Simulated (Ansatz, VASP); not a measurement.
GaN: VASP beside Ansatz

```
CELL_PARAMETERS angstrom
0.00000 2.26550 2.26550
2.26550 0.00000 2.26550
2.26550 2.26550 0.00000
ATOMIC_POSITIONS crystal
Ga 0.00000 0.00000 0.00000
N 0.75000 0.75000 0.75000
```

Alike in both runs: task single point; functional PBE; k mesh 10 × 10 × 10; occupations gaussian, width 0.02 eV; no spin polarisation.

|  | VASP | Ansatz |
| --- | --- | --- |
| version | VASP 6.6.1 | Ansatz 0.2.0 |
| potentials or method | VASP PAW PBE potentials, release 64 (Ga_d, N) | scalar-relativistic, plane waves, PAW |
| plane-wave cutoff (eV) | 520 | 420 |
| valence electrons in the cell | 18 | 18 |

```csv
,VASP,Ansatz,Ansatz less VASP
gap on the k mesh at the Fermi level (eV),1.62,1.61,-0.007
least direct gap on the mesh (eV),1.62,1.61,-0.007
pressure (GPa),2.0,2.0,+0.05
```
